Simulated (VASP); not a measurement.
Data:

```xyz
2
Lattice="0.0000 3.1023 3.1023 3.1023 0.0000 3.1023 3.1023 3.1023 0.0000" Properties=species:S:1:pos:R:3 pbc="T T T"
Al     0.0000     0.0000     0.0000
Sb     1.5512     1.5512     1.5512
```

These are rev-vdW-DF2, VASP's PBE PAW potentials (set 64) (plane waves; VASP 6.6.1) values and carry that method's errors. Numerical set-up: 520 eV cut-off, 8×8×8 Γ-centred mesh, tetrahedra with Blöchl corrections, potentials Al Sb.

Unless said otherwise, spin-orbit coupling is left out, though it shifts the bands of the heavy elements here.

Task: What does the run give for the energy per atom (σ→0), band gap (on the k-mesh) with the smallest direct gap where there is one?

Result: 
```
Quantity                                      Value
-----------------------------------  --------------
band gap (on the k-mesh)                    1.24 eV
smallest direct gap (on the k-mesh)         1.32 eV
energy per atom (σ→0)                -2.712 eV/atom
```

The compound is AlSb in the zinc blende structure. It was relaxed first.
